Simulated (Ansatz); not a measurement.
# ZrN: the cost of one run

Method: DFT PBE, scalar-relativistic, plane waves, PAW, in Ansatz 0.2.0.

4 further runs of the same task are left out: 3 that didn't finish, 1 set aside as unsound or not needed.

### Step 1. The structure to begin with

The structure is cubic, space group Fm-3m (No. 225). Conventional cell: a = 4.600 Å, b = 4.600 Å, c = 4.600 Å, α = 90.00°, β = 90.00°, γ = 90.00°. Zr (site symmetry m-3m) has 6 N at 2.30 Å as nearest neighbours. N (site symmetry m-3m) is surrounded by 6 Zr at 2.30 Å.

Coordinates:

```
Zr N
1.0
     3.25269    0.00000    0.00000
    -1.62635    2.81691    0.00000
     0.00000    0.00000    7.96743
Zr N
3 3
Direct
  0.00000 0.00000 0.00000
  0.33333 0.66667 0.33333
  0.66667 0.33333 0.66667
  0.66667 0.33333 0.16667
  0.00000 0.00000 0.50000
  0.33333 0.66667 0.83333
```

The cell was made up by rule, so the compound may not exist in this form.

(A quick probe on a coarse mesh, which set the mesh and smearing, is not shown.)

### Step 3. The relaxation

input.yaml

```yaml
crystal:
  lattice:
    - [3.252691, 0.0, 0.0]
    - [-1.626346, 2.816913, 0.0]
    - [0.0, 0.0, 7.967434]
  atoms:
    - { symbol: Zr, position: [0.0, 0.0, 0.0] }
    - { symbol: "N", position: [0.66666667, 0.33333333, 0.16666667] }
    - { symbol: Zr, position: [0.33333333, 0.66666667, 0.33333333] }
    - { symbol: "N", position: [0.0, 0.0, 0.5] }
    - { symbol: Zr, position: [0.66666667, 0.33333333, 0.66666667] }
    - { symbol: "N", position: [0.33333333, 0.66666667, 0.83333333] }
basis:
  ecutwfc: 420
kpoints:
  mp_grid: { grid: [12, 12, 6] }
hamiltonian:
  xc: pbe
scf:
  occupations: { method: gaussian, width: 0.1 }
output:
  forces: true
  stress: true
  eigenvalues: true
relax:
  adjacent_minimum: "off"
  f_tol: 0.005
  max_steps: 80
  cell: { stress_tol: 0.05 }
```

Run with:

```
ansatz run input.yaml --threads 1 --pin off --max-ram 2560MiB --backend cpu --events-out ev --progress --plain --runs-dir out
```

What time and memory should one allow on 1 thread of Intel Xeon 6975P-C (Granite Rapids), shared host?

About 23 s, with a peak of 0.54 GiB.
